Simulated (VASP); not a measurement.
# PbSe (Immm) in VASP: a series of runs

One crystal, PbSe, is run at these levels: PBE+D3(BJ); tasks: single point.

Program: VASP 6.6.1. These are calculated values, not measurements. Logs are shortened: lines on timing, memory, paths and dates and some standing lists are left out, and cuts for length are marked.

### 1 The cell of the first run

Symmetry: Immm, No. 71, orthorhombic system. Conventional cell: a = 3.860 Å, b = 4.338 Å, c = 6.134 Å, α = 90.00°, β = 90.00°, γ = 90.00°. Around Pb (site symmetry mmm) lie 6 Se at 2.90 to 3.07 Å. Se (site symmetry mmm) has 6 Pb at 2.90 to 3.07 Å as nearest neighbours.

Measurements of this composition are mostly on another form, of space group No. 225.

### 2 Single point, PBE+D3(BJ) (engineering shear strain xy -0.1100, equal normal strain along x and y -0.0550)

File INCAR:

```
SYSTEM = PbSe
  PREC = Accurate
  ENCUT = 520
  EDIFF = 1E-6
  ISMEAR = 0
  SIGMA = 0.03
  LREAL = .False.
  LASPH = .True.
  NELM = 80
  ALGO = Fast
  ISIF = 2
  LWAVE = .False.
  LCHARG = .True.
  GGA = PE
  IVDW = 12
  LELF = .True.
  LVHAR = .True.
  NBANDS = 17
```

File KPOINTS:

```
regular mesh
0
Gamma
  10 10 10
  0 0 0
```

File POSCAR:

```
PbSe
1.0
   -0.1686898036      2.8983975338      3.0670873374
    2.8983975338     -0.1686898036      3.0670873374
    2.7297077303      2.7297077303      0.0000000000
Pb Se
1 1
Direct
    0.0000000000      0.0000000000      0.0000000000
    0.5000000000      0.5000000000      0.5000000000
```

Potentials or basis: VASP PAW PBE potentials, release 64 (Pb_d, Se).

Launch:

```bash
> cat potpaw_PBE.64/Pb_d/POTCAR potpaw_PBE.64/Se/POTCAR > POTCAR
> mpirun -np 1 vasp_std > vasp.out
```

OUTCAR:

```text
SYSTEM = PbSe
   PREC = Accurate
   ENCUT = 520
   EDIFF = 1E-6
   ISMEAR = 0
   LREAL = .False.
   LASPH = .True.
   NELM = 80
   ISIF = 2
   GGA = PE
   IVDW = 12
 IVDW          = 12

 ion  position               nearest neighbor table
   1  0.000  0.000  0.000-   2 2.90   2 2.90   2 2.90   2 2.90   2 3.07   2 3.07
   2  0.500  0.500  0.500-   1 2.90   1 2.90   1 2.90   1 2.90   1 3.07   1 3.07

  LATTYP: Found a body centered orthorhombic cell.
 ALAT       =     3.8603896935
 B/A-ratio  =     1.1235955056
 C/A-ratio  =     1.5890040027

  Lattice vectors:

 A1 = (   0.1686898036,  -2.8983975338,  -3.0670873374)
 A2 = (  -0.1686898035,   2.8983975339,  -3.0670873374)
 A3 = (   2.8983975338,  -0.1686898036,   3.0670873374)

Analysis of symmetry for initial positions (statically):
=====================================================================
 Subroutine PRICEL returns:
 Original cell was already a primitive cell.

 Routine SETGRP: Setting up the symmetry group for a
 body centered orthorhombic supercell.

 Subroutine GETGRP returns: Found  8 space group operations
 (whereof  8 operations were pure point group operations)
 out of a pool of  8 trial point group operations.

The static configuration has the point symmetry D_2h.

Analysis of symmetry for dynamics (positions and initial velocities):
=====================================================================
 Subroutine PRICEL returns:
 Original cell was already a primitive cell.

 Routine SETGRP: Setting up the symmetry group for a
 body centered orthorhombic supercell.

 Subroutine GETGRP returns: Found  8 space group operations
 (whereof  8 operations were pure point group operations)
 out of a pool of  8 trial point group operations.

The dynamic configuration has the point symmetry D_2h.

 Subroutine INISYM returns: Found  8 space group operations
 (whereof  8 operations are pure point group operations),
 and found     1 'primitive' translations

----------------------------------------------------------------------------------------

                                     Primitive cell

  volume of cell :      51.3569

  direct lattice vectors                    reciprocal lattice vectors
    -0.168689804  2.898397534  3.067087337    -0.163021116  0.163021116  0.163021116
     2.898397534 -0.168689804  3.067087337     0.163021116 -0.163021116  0.163021116
     2.729707730  2.729707730  0.000000000     0.183169793  0.183169793 -0.163021116

  length of vectors
     4.223291282  4.223291282  3.860389694     0.282360855  0.282360855  0.306068996

  position of ions in fractional coordinates (direct lattice)
     0.000000000  0.000000000  0.000000000
     0.500000000  0.500000000  0.500000000

  ion indices of the primitive-cell ions
   primitive index   ion index
                 1           1
                 2           2

----------------------------------------------------------------------------------------

 KPOINTS: regular mesh

Automatic generation of k-mesh.
 Grid dimensions read from file:
 generate k-points for:   10   10   10

 Generating k-lattice:

  Cartesian coordinates                     Fractional coordinates (reciprocal lattice)
    -0.016302112  0.016302112  0.016302112     0.100000000  0.000000000  0.000000000
     0.016302112 -0.016302112  0.016302112     0.000000000  0.100000000  0.000000000
     0.018316979  0.018316979 -0.016302112    -0.000000000 -0.000000000  0.100000000

  Length of vectors
     0.028236086  0.028236086  0.030606900

  Shift w.r.t. Gamma in fractional coordinates (k-lattice)
     0.000000000  0.000000000  0.000000000

 Subroutine IBZKPT returns following result:
 ===========================================

 Found    171 irreducible k-points:

 Following reciprocal coordinates:
            Coordinates               Weight
  0.000000  0.000000  0.000000      1.000000
  0.100000  0.000000  0.000000      4.000000
  0.200000  0.000000  0.000000      4.000000
  0.300000  0.000000  0.000000      4.000000
  0.400000  0.000000  0.000000      4.000000
  0.500000  0.000000  0.000000      2.000000
[... 16 lines left out ...]
  0.300000  0.300000  0.000000      2.000000
  0.400000  0.300000  0.000000      4.000000
 [... further k-points ...]
   k-points           NKPTS =    171   k-points in BZ     NKDIM =    171   number of bands    NBANDS=     17
   number of dos      NEDOS =    301   number of ions     NIONS =      2
   total plane-waves  NPLWV =  30720
   dimension x,y,z NGX =    32 NGY =   32 NGZ =   30
   dimension x,y,z NGXF=    64 NGYF=   64 NGZF=   60
   ions per type =               1   1
   NGX,Y,Z   is equivalent  to a cutoff of  12.60, 12.60, 12.92 a.u.
   NGXF,Y,Z  is equivalent  to a cutoff of  25.19, 25.19, 25.84 a.u.
 SYSTEM =  PbSe
   PREC   = accura    normal or accurate (medium, high low for compatibility)
   ISTART =      0    job   : 0-new  1-cont  2-samecut
   ICHARG =      2    charge: 1-file 2-atom 10-const
   ISPIN  =      1    spin polarized calculation?
   LNONCOLLINEAR =      F non collinear calculations
   LSORBIT =      F    spin-orbit coupling
   LASPH  =      T    aspherical Exc in radial PAW
   ENCUT  =  520.0 eV  38.22 Ry    6.18 a.u.   7.85  7.85  7.18*2*pi/ulx,y,z
   NELM   =     80;   NELMIN=  2; NELMDL= -5     # of ELM steps
   EDIFF  = 0.1E-05   stopping-criterion for ELM
   LREAL  =      F    real-space projection
   EDIFFG = 0.1E-04   stopping-criterion for IOM
   NSW    =      0    number of steps for IOM
   IBRION =     -1    ionic relax: 0-MD 1-quasi-New 2-CG
   NFREE  =      0    steps in history (QN), initial steepest desc. (CG)
   ISIF   =      2    stress and relaxation
   ISYM   =      2    0-nonsym 1-usesym 2-fastsym
   POTIM  = 0.5000    time-step for ionic-motion
   TEBEG  =    0.0;   TEEND  =   0.0 temperature during run
   PSTRESS=    0.0 pullay stress
   NELECT =      20.0000    total number of electrons
   NUPDOWN=      -1.0000    fix difference up-down
   EMIN   =  10.00;   EMAX   =-10.00  energy-range for DOS
   EFERMI =   0.00;   METHOD = LEGACY
   ISMEAR =     0;   SIGMA  =   0.03  broadening in eV -4-tet -1-fermi 0-gaus
   EFERMI_NEDOS =   21; number of points for ismear=-14 and -15
   IALGO  =     68    algorithm
   IMIX   =      4    mixing-type and parameters
     AMIX     =   0.40;   BMIX     =  1.00
     AMIX_MAG =   1.60;   BMIX_MAG =  1.00
  volume/ion in A,a.u.               =      25.68       173.29
  Fermi-wavevector in a.u.,A,eV,Ry     =   1.195507  2.259180 19.445940  1.429236
  Thomas-Fermi vector in A             =   2.331470
   LORBIT       =      0    0 simple, 1 ext, 2 COOP (PROOUT), +10 PAW based schemes
   GGA     = PE    functional components
   LHFCALC =     F    Hartree Fock is set to
   AEXX    =    0.0000 exact exchange contribution
   IVDW    =    12    specifies the selected vdW correction
   LEPSILON=     F    determine dielectric tensor
   LRPA    =     F    only Hartree local field effects (RPA)
 non-spin polarized calculation
 RMM-DIIS sequential band-by-band and
 Gauss-broadening in eV      SIGMA  =   0.03
  energy-cutoff  :      520.00
  volume of cell :       51.36
 maximum number of plane-waves:      1403
   NGX = 15   NGY = 15   NGZ = 15

 number of electron      19.9999999 magnetization

 Free energy of the ion-electron system (eV)
  ---------------------------------------------------
  ext. energy  EPLUGINS =         0.00000000
  ---------------------------------------------------
  free energy    TOTEN  =        -7.85282951 eV

  energy without entropy =       -7.85281394  energy(sigma->0) =       -7.85282173

 E-fermi :   6.6110     XC(G=0): -10.0544

 val. band max:        6.5673605552   @ k =   0.1000   0.1000   0.5000
 cond. band min:       6.6483890340   @ k =  -0.2000   0.2000   0.0000
 fundamental gap:      0.0810284788
 Fermi energy:         6.6110117414

 k-point     1 :       0.0000    0.0000    0.0000
  band No.  band energies     occupation
      1     -10.6253      2.00000
      2     -10.5769      2.00000
      3     -10.5737      2.00000
      4     -10.5677      2.00000
      5     -10.5627      2.00000
      6      -8.0786      2.00000
[... 9 lines left out ...]
     16      13.8441      0.00000
     17      14.3852      0.00000

 k-point     2 :       0.1000    0.0000    0.0000
  band No.  band energies     occupation
      1     -10.6276      2.00000
      2     -10.5754      2.00000
      3     -10.5720      2.00000
      4     -10.5645      2.00000
      5     -10.5640      2.00000
      6      -7.9940      2.00000
[... 9 lines left out ...]
     16      14.0611      0.00000
     17      14.9931      0.00000

 k-point     3 :       0.2000    0.0000    0.0000
  band No.  band energies     occupation
      1     -10.6340      2.00000
      2     -10.5763      2.00000
      3     -10.5729      2.00000
      4     -10.5588      2.00000
      5     -10.5546      2.00000
      6      -7.7501      2.00000
[... 9 lines left out ...]
     16      14.5974      0.00000
     17      16.6500      0.00000

 k-point     4 :       0.3000    0.0000    0.0000
  band No.  band energies     occupation
      1     -10.6421      2.00000
      2     -10.5855      2.00000
      3     -10.5712      2.00000
      4     -10.5483      2.00000
      5     -10.5415      2.00000
      6      -7.3861      2.00000
[... 9 lines left out ...]
     16      15.4051      0.00000
     17      18.4171      0.00000

 k-point     5 :       0.4000    0.0000    0.0000
  band No.  band energies     occupation
      1     -10.6490      2.00000
      2     -10.5932      2.00000
      3     -10.5702      2.00000
      4     -10.5396      2.00000
      5     -10.5306      2.00000
      6      -7.0065      2.00000
[... 9 lines left out ...]
     16      16.4050      0.00000
     17      17.6439      0.00000

 k-point     6 :       0.5000    0.0000    0.0000
  band No.  band energies     occupation
      1     -10.6516      2.00000
      2     -10.5962      2.00000
      3     -10.5700      2.00000
      4     -10.5362      2.00000
      5     -10.5265      2.00000
      6      -6.8266      2.00000
[... 9 lines left out ...]
     16      17.0805      0.00000
     17      17.3436      0.00000

 k-point     7 :       0.1000    0.1000    0.0000
  band No.  band energies     occupation
      1     -10.6334      2.00000
      2     -10.5752      2.00000
      3     -10.5706      2.00000
      4     -10.5692      2.00000
      5     -10.5606      2.00000
      6      -7.9632      2.00000
[... 9 lines left out ...]
     16      14.5073      0.00000
     17      15.3287      0.00000

 k-point     8 :       0.2000    0.1000    0.0000
  band No.  band energies     occupation
      1     -10.6443      2.00000
      2     -10.5787      2.00000
      3     -10.5682      2.00000
      4     -10.5625      2.00000
      5     -10.5559      2.00000
      6      -7.7699      2.00000
[... 9 lines left out ...]
     16      15.1104      0.00000
     17      16.5433      0.00000
[... 203 lines left out ...]
      1     -10.6963      2.00000
      2     -10.5767      2.00000
      3     -10.5763      2.00000
      4     -10.5379      2.00000
      5     -10.5332      2.00000
      6      -6.6978      2.00000
[... 9 lines left out ...]
     16      17.4801      0.00000
     17      17.7256      0.00000

 k-point    20 :      -0.4000    0.2000    0.0000
  band No.  band energies     occupation
      1     -10.6827      2.00000
      2     -10.5829      2.00000
      3     -10.5642      2.00000
      4     -10.5420      2.00000
      5     -10.5377      2.00000
      6      -6.6346      2.00000
[... 9 lines left out ...]
     16      16.4019      0.00000
     17      17.9760      0.00000

 k-point    21 :      -0.3000    0.2000    0.0000
  band No.  band energies     occupation
      1     -10.6637      2.00000
      2     -10.5855      2.00000
      3     -10.5597      2.00000
      4     -10.5466      2.00000
      5     -10.5428      2.00000
      6      -6.8735      2.00000
[... 9 lines left out ...]
     16      15.4194      0.00000
     17      16.6666      0.00000

 k-point    22 :      -0.2000    0.2000    0.0000
  band No.  band energies     occupation
      1     -10.6461      2.00000
      2     -10.5842      2.00000
      3     -10.5665      2.00000
      4     -10.5558      2.00000
      5     -10.5377      2.00000
      6      -7.2425      2.00000
[... 9 lines left out ...]
     16      15.3172      0.00000
     17      15.4741      0.00000

 k-point    23 :       0.3000    0.3000    0.0000
  band No.  band energies     occupation
      1     -10.7234      2.00000
      2     -10.6019      2.00000
      3     -10.5487      2.00000
      4     -10.5421      2.00000
      5     -10.5323      2.00000
      6      -7.1285      2.00000
[... 9 lines left out ...]
     16      17.1531      0.00000
     17      17.5507      0.00000

 k-point    24 :       0.4000    0.3000    0.0000
  band No.  band energies     occupation
      1     -10.7450      2.00000
      2     -10.6023      2.00000
      3     -10.5515      2.00000
      4     -10.5333      2.00000
      5     -10.5248      2.00000
      6      -6.8379      2.00000
[... 9 lines left out ...]
     16      17.8058      0.00000
     17      18.4225      0.00000

 [... further k-points ...]

------------------------ aborting loop because EDIFF is reached ----------------------------------------

 Edisp (eV)   -0.82460

 E8    (eV) :    -0.3842

  FORCE on cell =-STRESS in cart. coord.  units (eV):
  Direction    XX          YY          ZZ          XY          YZ          ZX
  --------------------------------------------------------------------------------------
  -------------------------------------------------------------------------------------
  Total       3.64868     3.64868     0.29344     0.46812    -0.00000    -0.00000
  in kB     113.82757   113.82757     9.15446    14.60392    -0.00000    -0.00000
  external pressure =       78.94 kB  Pullay stress =        0.00 kB

 VOLUME and BASIS-vectors are now :
 -----------------------------------------------------------------------------
  energy-cutoff  :      520.00
  volume of cell :       51.36
      direct lattice vectors                 reciprocal lattice vectors
    -0.168689804  2.898397534  3.067087337    -0.163021116  0.163021116  0.163021116
     2.898397534 -0.168689804  3.067087337     0.163021116 -0.163021116  0.163021116
     2.729707730  2.729707730  0.000000000     0.183169793  0.183169793 -0.163021116

 POSITION                                       TOTAL-FORCE (eV/Angst)
 -----------------------------------------------------------------------------------
      0.00000      0.00000      0.00000        -0.000000     -0.000000      0.000000
      2.72971      2.72971      3.06709         0.000000      0.000000      0.000000
 -----------------------------------------------------------------------------------
    total drift:                                0.000000     -0.000000     -0.000000

  FREE ENERGIE OF THE ION-ELECTRON SYSTEM (eV)
  ---------------------------------------------------
  free  energy   TOTEN  =        -8.6774270735 eV

  energy  without entropy=       -8.6774114991  energy(sigma->0) =       -8.67741929
```

Wall time 2.5 min (1 thread of Intel Xeon Platinum 8488C (Sapphire Rapids), shared host); peak memory 0.29 GiB.

What came out:

```yaml
Free_energy: -8.6774 eV
Pressure: 7.9 GPa
Band_gap_on_the_k_mesh: none (metal or under the smearing width)
Dispersion_energy_per_atom: -0.412 eV
```

Levels at points of the mesh, in eV from the Fermi level:
| k point | band 8 | band 9 | band 10 | band 11 | band 12 | band 13 |
| --- | --- | --- | --- | --- | --- | --- |
| (0.00, 0.00, 0.00) | -3.21 | -2.22 | -2.04 | 3.85 | 5.39 | 5.50 |
| (0.50, 0.00, 0.00) | -2.15 | -1.50 | -0.09 | 0.45 | 1.65 | 2.21 |
| (0.50, 0.50, 0.00) | -5.99 | -4.58 | -3.23 | 3.46 | 5.90 | 6.17 |
| (0.00, 0.00, 0.50) | -2.17 | -2.11 | -0.48 | -0.32 | 1.02 | 1.04 |
| (0.50, 0.00, 0.50) | -6.08 | -4.41 | -3.76 | 3.05 | 5.15 | 5.56 |

Caveat: pairwise dispersion overbinds metals, which lowers pressure and volume.

(Continued in part 2 of 3.)
